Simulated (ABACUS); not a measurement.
# Pb (Fm-3m) in ABACUS: notebook

One crystal, Pb, is run at these levels: revPBE; tasks: single point, relaxation of cell and atoms.

Everything below comes from runs of ABACUS 3.10.1. Logs are shortened: lines on timing, memory, paths and dates and some standing lists are left out, and cuts for length are marked.

**1. The crystal as given**

Symmetry: Fm-3m, No. 225, cubic system. Conventional cell: a = 4.950 Å, b = 4.950 Å, c = 4.950 Å, α = 90.00°, β = 90.00°, γ = 90.00°. Pb (site symmetry m-3m) has 12 Pb at 3.50 Å as nearest neighbours.

**2. Single point, revPBE**

INPUT reads:

```
INPUT_PARAMETERS
suffix              Pb
calculation         scf
basis_type          pw
pseudo_dir          ./
symmetry            1
dft_functional      revpbe
ecutwfc             63
pseudo_rcut         10
nspin               1
nbands              17
ks_solver           dav
smearing_method     fd
smearing_sigma      0.00367493
scf_thr             1e-08
scf_nmax            100
mixing_type         broyden
mixing_beta         0.7
cal_force           1
cal_stress          1
out_chg             1
kpar                4
```

STRU reads:

```
ATOMIC_SPECIES
Pb 207.2000 Pb.upf

LATTICE_CONSTANT
1.8897261246

LATTICE_VECTORS
0.0000000000 2.4750200000 2.4750200000
2.4750200000 0.0000000000 2.4750200000
2.4750200000 2.4750200000 0.0000000000

ATOMIC_POSITIONS
Direct

Pb
0.0
1
0.0000000000 0.0000000000 0.0000000000 1 1 1
```

KPT reads:

```
K_POINTS
0
Gamma
7 7 7 0 0 0
```

Potentials or basis: PseudoDojo NC SR 0.4.1 PBE standard, plane waves.

The run is started by

```console
$ OMP_NUM_THREADS=1 mpirun -np 4 abacus > log
```

running log:

```text
ABACUS v3.10.1

               Atomic-orbital Based Ab-initio Computation at UStc

 ------------------------------------------------------------------------------------

 READING GENERAL INFORMATION
                           global_out_dir = OUT.Pb/
                           global_in_card = INPUT
                               pseudo_dir = ./
                              orbital_dir =
                                    DSIZE = 4
                                    GSIZE = 1

 READING UNITCELL INFORMATION
                                    ntype = 1
                  lattice constant (Bohr) = 1.88973
              lattice constant (Angstrom) = 1

 READING ATOM TYPE 1
                               atom label = Pb
                      L=0, number of zeta = 1
                      L=1, number of zeta = 1
                      L=2, number of zeta = 1
             number of atom for this type = 1

                        TOTAL ATOM NUMBER = 1
DIRECT COORDINATES
    atom                   x                   y                   z     mag                  vx                  vy                  vz
taud_Pb1            0.0000000000        0.0000000000        0.0000000000  0.0000        0.0000000000        0.0000000000        0.0000000000

                          Volume (Bohr^3) = 204.627
                             Volume (A^3) = 30.3225

 Lattice vectors: (Cartesian coordinate: in unit of a_0)
                   +0            +2.47502            +2.47502
             +2.47502                  +0            +2.47502
             +2.47502            +2.47502                  +0
 Reciprocal vectors: (Cartesian coordinate: in unit of 2 pi/a_0)
            -0.202019           +0.202019           +0.202019
            +0.202019           -0.202019           +0.202019
            +0.202019           +0.202019           -0.202019
 The esolver type has been set to : ksdft_pw

                PAO radial cut off (Bohr) = 10

 Read in pseudopotential file is Pb.upf
                     pseudopotential type = NC
          exchange-correlation functional = PBE
                 nonlocal core correction = 1
                        valence electrons = 14
                                     lmax = 2
                           number of zeta = 3
                     number of projectors = 6
                           L of projector = 0
                           L of projector = 0
                           L of projector = 1
                           L of projector = 1
                           L of projector = 2
                           L of projector = 2
 XC functional updated to : revpbe
          exchange-correlation functional = REVPBE
     initial pseudo atomic orbital number = 9

 SETUP THE ELECTRONS NUMBER
            electron number of element Pb = 14
      total electron number of element Pb = 14
            AUTOSET number of electrons:  = 14
                           occupied bands = 7
                                   NBANDS = 17
                                   NLOCAL = 9

%%%%%%%%%%%%%%%%%%%%%%%%%%%%%%%%%%%%%%%%%%%%%%%%%%%%%%%%%%%%%%%%%%%%%%%%%%%%%%%%%%%%%%%%%%%%%%%%%%%%%%%%%%
 Warning: the number of valence electrons in pseudopotential > 4 for Pb: [Xe] 4f14 5d10 6s2 6p2
 Pseudopotentials with additional electrons can yield (more) accurate outcomes, but may be less efficient.
 If you're confident that your chosen pseudopotential is appropriate, you can safely ignore this warning.
%%%%%%%%%%%%%%%%%%%%%%%%%%%%%%%%%%%%%%%%%%%%%%%%%%%%%%%%%%%%%%%%%%%%%%%%%%%%%%%%%%%%%%%%%%%%%%%%%%%%%%%%%%

 SETUP THE PLANE WAVE BASIS
 energy cutoff for charge/potential (unit:Ry) = 252
            fft grid for charge/potential = [ 36, 36, 36 ]
                        fft grid division = [ 1, 1, 1 ]
        big fft grid for charge/potential = [ 36, 36, 36 ]
                                     nbxx = 46656
                                     nrxx = 46656

 SETUP PLANE WAVES FOR CHARGE/POTENTIAL
                    number of plane waves = 13803
                         number of sticks = 757

 PARALLEL PW FOR CHARGE/POTENTIAL
     PROC   COLUMNS(POT)             PW
        1            757          13803
 --------------- sum -------------------
        1            757          13803
                            number of |g| = 188
                                  max |g| = 22.6912
                                  min |g| = 0

----------- Double Check Mixing Parameters Begin ------------
mixing_type: broyden
mixing_beta: 0.7
mixing_gg0: 1
mixing_gg0_min: 0.1
mixing_ndim: 8
----------- Double Check Mixing Parameters End ------------

 LATTICE VECTORS: (CARTESIAN COORDINATE: IN UNIT OF A0)
                   +0            +2.47502            +2.47502
             +2.47502                  +0            +2.47502
             +2.47502            +2.47502                  +0
                       right hand lattice = 1
                                   NORM_A = 3.50021
                                   NORM_B = 3.50021
                                   NORM_C = 3.50021
                           ALPHA (DEGREE) = 60
                           BETA  (DEGREE) = 60
                           GAMMA (DEGREE) = 60

 The lattice vectors have been changed (STRU_SIMPLE.cif)

(for optimal symmetric configuration:)
                             BRAVAIS TYPE = 3
                     BRAVAIS LATTICE NAME = 03. Cubic F (face-centered)
                                    ibrav = 3
                                    IBRAV = 3
                                  BRAVAIS = FACE CENTERED CUBIC
                       LATTICE CONSTANT A = 4.95004
Original cell was already a primitive cell.
                        ROTATION MATRICES = 48
              PURE POINT GROUP OPERATIONS = 48
                   SPACE GROUP OPERATIONS = 48
                              POINT GROUP = O_h
               POINT GROUP IN SPACE GROUP = O_h

 SETUP K-POINTS
                                    nspin = 1
                   Input type of k points = Monkhorst-Pack(Gamma)
                                   nkstot = 343
                       right hand lattice = 1
(for reciprocal lattice: )
                             BRAVAIS TYPE = 2
                     BRAVAIS LATTICE NAME = 02. Cubic I (body-centered)
                                    ibrav = 2
                       right hand lattice = 1
(for k-lattice: )
                             BRAVAIS TYPE = 2
                     BRAVAIS LATTICE NAME = 02. Cubic I (body-centered)
                                    ibrav = 2
                       right hand lattice = 1
                        ROTATION MATRICES = 48
                               nkstot_ibz = 20
K-POINTS REDUCTION ACCORDING TO SYMMETRY
     IBZ    DIRECT_X    DIRECT_Y    DIRECT_Z  WEIGHT  ibz2bz
       1  0.00000000  0.00000000  0.00000000  0.0029       0
       2  0.14285714  0.14285714  0.14285714  0.0233       1
       3  0.28571429  0.28571429  0.28571429  0.0233       2
       4  0.42857143  0.42857143  0.42857143  0.0233       3
       5  0.14285714  0.14285714  0.00000000  0.0175       8
       6  0.28571429  0.14285714  0.28571429  0.0700       9
[... 12 lines left out ...]
      19 -0.42857143  0.42857143  0.14285714  0.0700      74
      20 -0.28571429  0.42857143  0.28571429  0.0700      75

                               nkstot now = 20
[... K-POINTS DIRECT COORDINATES: 20 rows ...]

           k-point number in this process = 5
       minimum distributed K point number = 5
[... stars of the k points ...]

[... K-POINTS CARTESIAN COORDINATES: 5 rows ...]

[... K-POINTS DIRECT COORDINATES: 5 rows ...]

 SETUP PLANE WAVES FOR WAVE FUNCTIONS
     energy cutoff for wavefunc (unit:Ry) = 63
              fft grid for wave functions = [ 36, 36, 36 ]
                    number of plane waves = 2085
                         number of sticks = 211

 PARALLEL PW FOR WAVE FUNCTIONS
     PROC   COLUMNS(POT)             PW
        1            211           2085
 --------------- sum -------------------
        1            211           2085

 SETUP NONLOCAL PSEUDOPOTENTIALS IN PLANE WAVE BASIS
 Pb non-local projectors:
 projector 1 L=0
 projector 2 L=0
 projector 3 L=1
 projector 4 L=1
 projector 5 L=2
 projector 6 L=2
      TOTAL NUMBER OF NONLOCAL PROJECTORS = 18

 Init Non-Local PseudoPotential table :
 Init Non-Local-Pseudopotential done.

                                     npwx = 1759

 Make real space PAO into reciprocal space.
       max mesh points in Pseudopotential = 1001
     dq(describe PAO in reciprocal space) = 0.01
                                    max q = 957

 number of pseudo atomic orbitals for Pb is 3
WARNING: norm of atomic wavefunction # 3 of atomic type Pb is 0.999464, renormalized

 -------------------------------------------
 SELF-CONSISTENT
 -------------------------------------------
                                 init_chg = atomic

 PW ALGORITHM --------------- ION=   1  ELEC=   1--------------------------------
 Notice: Threshold on eigenvalues was too large.
 hsover_error=0.14 > DRHO=0.00175923
 Origin diag ethr = 0.01
 New diag ethr = 1.25659e-05

 Density error is 0.00167474505825
                          Error Threshold = 1.25659179653e-05
----------------------------------------------------------
     Energy           Rydberg                 eV
----------------------------------------------------------
 E_KohnSham     -140.8160367207      -1915.9004691788
 E_Harris       -141.1175737885      -1920.0030914585
 E_Fermi        0.8454670608         11.5031694988
----------------------------------------------------------
[... 39 lines left out ...]
 Density error is 3.3727962167e-09
                          Error Threshold = 4.86066486837e-10
----------------------------------------------------------
     Energy           Rydberg                 eV
----------------------------------------------------------
 E_KohnSham     -140.8163445161      -1915.9046569497
 E_KS(sigma->0) -140.8162211911      -1915.9029790271
 E_Harris       -140.8159976209      -1915.8999371990
 E_band         -2.1833553538        -29.7060735705
 E_one_elec     -29.9335390605       -407.2666925282
 E_Hartree      25.2393854135        343.3994556420
 E_xc           -40.0548241767       -544.9738411918
 E_Ewald        -96.0671200424       -1307.0602230265
 E_entropy(-TS) -0.0002466500        -0.0033558452
 E_descf        0.0000000000         0.0000000000
 E_exx          0.0000000000         0.0000000000
 E_Fermi        0.8409366066         11.4415295068
----------------------------------------------------------

 charge density convergence is achieved
 final etot is -1915.9046569 eV
 EFERMI = 11.441529507 eV

 STATE ENERGY(eV) AND OCCUPATIONS    NSPIN == 1
 1/5 kpoint (Cartesian) = 0.0000 0.0000 0.0000 (1759 pws)
       1       -5.62473     0.00583090
       2       -5.62473     0.00583090
       3       -5.62473     0.00583090
       4       -5.48614     0.00583090
       5       -5.48614     0.00583090
       6      -0.242064     0.00583090
[... 9 lines left out ...]
      16        26.6312        0.00000
      17        26.6312        0.00000
[... 60 lines left out ...]
       2       -5.57010      0.0349854
       3       -5.57010      0.0349854
       4       -5.51935      0.0349854
       5       -5.46329      0.0349854
       6       0.281913      0.0349854
[... 9 lines left out ...]
      16        27.2694        0.00000
      17        27.2694        0.00000

------------------------------------------------------------------------------------------
 TOTAL-FORCE (eV/Angstrom)
------------------------------------------------------------------------------------------
                       Pb1         0.0000000000         0.0000000000         0.0000000000
------------------------------------------------------------------------------------------

----------------------------------------------------------------
 TOTAL-STRESS (KBAR)
----------------------------------------------------------------
        40.5886105963         0.0000000000        -0.0000000000
        -0.0000000000        40.5886105963         0.0000000000
        -0.0000000000         0.0000000000        40.5886105963
----------------------------------------------------------------
 TOTAL-PRESSURE: 40.588611 KBAR

 --------------------------------------------
 !FINAL_ETOT_IS -1915.9046569496551911 eV
 --------------------------------------------
```

Wall time 2.2 s (4 MPI ranks of Intel Xeon 6975P-C (Granite Rapids), shared host); peak memory 0.24 GiB.

What came out:

- Free energy: -1915.9047 eV
- Pressure: 4.1 GPa
- Band gap on the k mesh: none (metal or under the smearing width)

Caveat: the potentials were made for another functional, which shifts forces and pressure. The run has no spin-orbit coupling, so splittings on Pb are missing.

**3. Relaxation of cell and atoms, revPBE**

Changes to INPUT since step 2:

```diff
@@ -2,3 +2,3 @@
 suffix              Pb
-calculation         scf
+calculation         cell-relax
 basis_type          pw
@@ -10,3 +10,3 @@
 nspin               1
-nbands              17
+nbands              11
 ks_solver           dav
@@ -20,3 +20,8 @@
 cal_stress          1
-out_chg             1
+relax_nmax          40
+force_thr_ev        0.005
+relax_method        cg
+out_stru            1
+stress_thr          0.2
+fixed_axes          volume
 kpar                4
```

STRU is that of step 2.

KPT is that of step 2.

Potentials or basis: PseudoDojo NC SR 0.4.1 PBE standard, plane waves.

The run is started by

```console
$ OMP_NUM_THREADS=1 mpirun -np 4 abacus > log
```

Run time: 1.4 s. Hardware: 4 MPI ranks of Intel Xeon 6975P-C (Granite Rapids), shared host; peak memory 0.36 GiB.

Results (log left out):

```
Free energy             : -1915.9047 eV
Pressure after relaxing : 4.0 GPa
Band gap on the k mesh  : none (metal or under the smearing width)
```

Final structure:
```yaml
crystal:
  lattice:
    - [0.00000, 2.47502, 2.47502]
    - [2.47502, 0.00000, 2.47502]
    - [2.47502, 2.47502, 0.00000]
  atoms:
    - { symbol: Pb, position: [0.00000, 0.00000, 0.00000] }
```

Levels at points of the mesh, in eV from the Fermi level:
```csv
k point,band 3,band 4,band 5,band 6,band 7,band 8,band 9
"(0.00, 0.00, 0.00)",-17.07,-16.93,-16.93,-11.68,7.52,7.52,7.52
```

Caveat: the relaxation stopped at its first step, so nothing moved; the potentials were made for another functional, which shifts forces and pressure. The run has no spin-orbit coupling, so splittings on Pb are missing.
